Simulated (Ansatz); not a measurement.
# TlBr: the cost of one run

Computed with Ansatz 0.2.0 (reference: DFT r2SCAN, plane waves, PAW, scalar-relativistic, no spin polarisation, unless a step's input says otherwise).

## 1. The structure to begin with

It takes space group Pm-3m (No. 221, cubic). Conventional cell: a = 3.939 Å, b = 3.939 Å, c = 3.939 Å, α = 90.00°, β = 90.00°, γ = 90.00°. Around Tl (site symmetry m-3m) lie 8 Br at 3.41 Å. Br (site symmetry m-3m) is surrounded by 8 Tl at 3.41 Å.

Coordinates:

```cif
data_structure
_symmetry_space_group_name_H-M 'P 1'
_symmetry_Int_Tables_number 1
_cell_length_a 3.9387
_cell_length_b 3.9387
_cell_length_c 3.9387
_cell_angle_alpha 90.000
_cell_angle_beta 90.000
_cell_angle_gamma 90.000
_cell_volume 61.10
loop_
_atom_site_label
_atom_site_type_symbol
_atom_site_fract_x
_atom_site_fract_y
_atom_site_fract_z
_atom_site_occupancy
Tl1 Tl 0.00000 0.00000 0.00000 1
Br1 Br 0.50000 0.50000 0.50000 1
```

## 2. The reference run

input.yaml

```yaml
crystal:
  lattice:
    - [3.938673, 0.0, 0.0]
    - [0.0, 3.938673, 0.0]
    - [0.0, 0.0, 3.938673]
  atoms:
    - { symbol: Tl, position: [0.0, 0.0, 0.0] }
    - { symbol: Br, position: [0.5, 0.5, 0.5] }
  symmetry: { tolerance: 0.0003 }
kpoints:
  mp_grid: { grid: [5, 5, 5], shift: [0, 0, 0] }
magnetization:
  spin_polarized: false
scf:
  occupations: { method: fermi_dirac }
hamiltonian:
  pseudopotentials: { kind: paw }
  xc: r2scan
basis:
  ecutwfc: 500
output:
  forces: true
  stress: true
  eigenvalues: true
```

The run is started by

```bash
ansatz run input.yaml --threads 1 --pin off --max-ram 2560MiB --backend cpu --events-out ev --progress --plain --runs-dir out
```

What time and memory should one allow on 1 thread of Intel Xeon Platinum 8375C at 2.90GHz (Ice Lake), shared host?

About 1.9 s, with a peak of 0.46 GiB.
